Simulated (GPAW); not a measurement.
**La2O3: band structure with LDA**

The system is La2O3.

```
CELL_PARAMETERS angstrom
3.93078 0.00000 0.00000
-1.96539 3.40415 0.00000
0.00000 0.00000 6.11195
ATOMIC_POSITIONS crystal
La 0.33333 0.66667 0.24624
La 0.66667 0.33333 0.75376
O 0.00000 0.00000 0.00000
O 0.33333 0.66667 0.64589
O 0.66667 0.33333 0.35411
```

The cell is a database's computed one.

| Property | Result |
| --- | --- |
| Program | GPAW 26.7.0 |
| Task | band structure |
| Functional | LDA |
| Potentials or basis | the program's PAW data sets (release 1.2.1) made for this functional |
| Cutoff | 800 eV |
| Basis | pw |
| k mesh | 5 × 5 × 3 |
| Occupations | fermi-dirac, width 0.05 eV |
| Spin | no spin polarisation |
| Maxiter | 150 |
| Band path | GMKGALHA,LM,KH |
| Band points | 80 |

```json
{
  "Pressure": "-6.0 GPa",
  "Largest force": "0.142 eV/Å",
  "Band gap on the k mesh": "3.93 eV, indirect (least direct gap 4.05 eV)",
  "Band gap along the path": "3.74 eV, indirect (least direct gap 3.83 eV)"
}
```

Forces on the atoms (eV/Å):
```
La   0.000  0.000  0.142
La   0.000  0.000 -0.142
O    0.000  0.000  0.000
O    0.000  0.000 -0.019
O    0.000  0.000  0.019
```

Stress tensor (GPa, compression positive):
```
-6.12  0.00  0.00
 0.00 -6.12  0.00
 0.00  0.00 -5.65
```

Levels at the corners of the path, in eV from the valence-band top:
```csv
point,band 18,band 19,band 20,band 21,band 22,band 23
Γ,-0.39,-0.39,-0.12,4.17,4.53,4.53
M,-0.64,-0.41,-0.29,3.76,4.65,5.13
K,-0.84,-0.82,-0.09,3.74,4.69,4.69
Γ,-0.39,-0.39,-0.12,4.17,4.53,4.53
A,-0.82,-0.29,-0.29,4.62,4.68,4.68
L,-0.73,-0.36,0.00,4.34,4.54,5.02
H,-0.28,-0.28,-0.21,4.15,4.79,4.89
A,-0.82,-0.29,-0.29,4.62,4.68,4.68
L,-0.73,-0.36,0.00,4.34,4.54,5.02
M,-0.64,-0.41,-0.29,3.76,4.65,5.13
K,-0.84,-0.82,-0.09,3.74,4.69,4.69
H,-0.28,-0.28,-0.21,4.15,4.79,4.89
```

Wall time 2 min on 1 thread of AMD EPYC 9R45 96-Core Processor (Zen 5), with other jobs on the host, peak memory 0.77 GiB.

Caveat: one-centre terms of the f shell are cut off; spin-orbit coupling is left out, which moves the levels of the heavy elements; the mesh misses the band edges, which the band path finds closer together. A hybrid or GW would open this gap; LDA tends to underestimate it.
